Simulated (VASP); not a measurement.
**Ge under changes of volume**

One of the cells (19.999 Å³/atom); the others are scaled copies at fixed shape and fractional positions:

```xyz
1
Lattice="1.4064 -2.6177 0.0000 1.4064 2.6177 0.0000 0.0000 0.0000 2.7161" Properties=species:S:1:pos:R:3 pbc="T T T"
Ge    1.4064    0.0000    0.0000
```

This isn't the form of Ge at room conditions, which is diamond.

| Item | Value |
| --- | --- |
| Program | VASP 6.6.1 |
| Functional | PBEsol |
| Potentials or basis | VASP PAW PBE potentials, release 64 (Ge_d) |
| Cutoff | 520 eV |
| k mesh | 11 × 11 × 10 |
| Occupations | fermi-dirac, width 0.05 eV |
| Spin | no spin polarisation |

```csv
volume (Å³/atom),energy over the lowest point (meV/atom),pressure (GPa)
18.431,0.00,-0.1
18.823,1.57,-1.6
19.215,6.72,-3.0
19.999,26.25,-5.3
20.391,39.97,-6.2
20.783,?,?
```

Problem. What does the run at 20.783 Å³/atom give?

Solution. Energy over the lowest point 55.93 meV/atom; pressure -7.1 GPa.

Worked out: A Birch-Murnaghan fit of order 3 (a polynomial in V^(-2/3)) to the other rows has its minimum at 18.47 Å³/atom with B0 = V·E''(V) = 77 GPa and B' = 4.5 at fixed shape and positions, which overstates the stiffness. It gives 55.95 meV/atom at 20.783 Å³/atom, against the run's 55.93, and -dE/dV = -7.0 GPa, against -7.1.

Energies are extrapolated to zero smearing.

Caveats: the PAW data sets were made with another functional, which shifts forces and pressure a little.
